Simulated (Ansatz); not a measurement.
The system is WC.

```xyz
2
Lattice="0.0000 2.1927 2.1927 2.1927 0.0000 2.1927 2.1927 2.1927 0.0000" Properties=species:S:1:pos:R:3 pbc="T T T"
W     0.0000    0.0000    0.0000
C     2.1927    2.1927    2.1927
```

Measurements of this composition are mostly on another form, of space group No. 187.

Base run:

```yaml
Program: Ansatz 0.2.0
Functional: PBEsol
Potentials_or_basis: all-electron LAPW, scalar-relativistic
Cutoff: 336 eV (chosen from the basis error)
Basis_error_allowed: 0.001 eV/atom
k_mesh: 10 × 10 × 10
Occupations: fermi-dirac, width 0.05 eV
Spin: no spin polarisation
```

Its results: pressure -10.2 GPa.

Question: The run is repeated on the same cell with these changes: functional from PBEsol to LDA. What comes out?

Answer: Pressure -16.1 GPa.

LDA binds more tightly than PBEsol, so the same cell stands under less pressure.
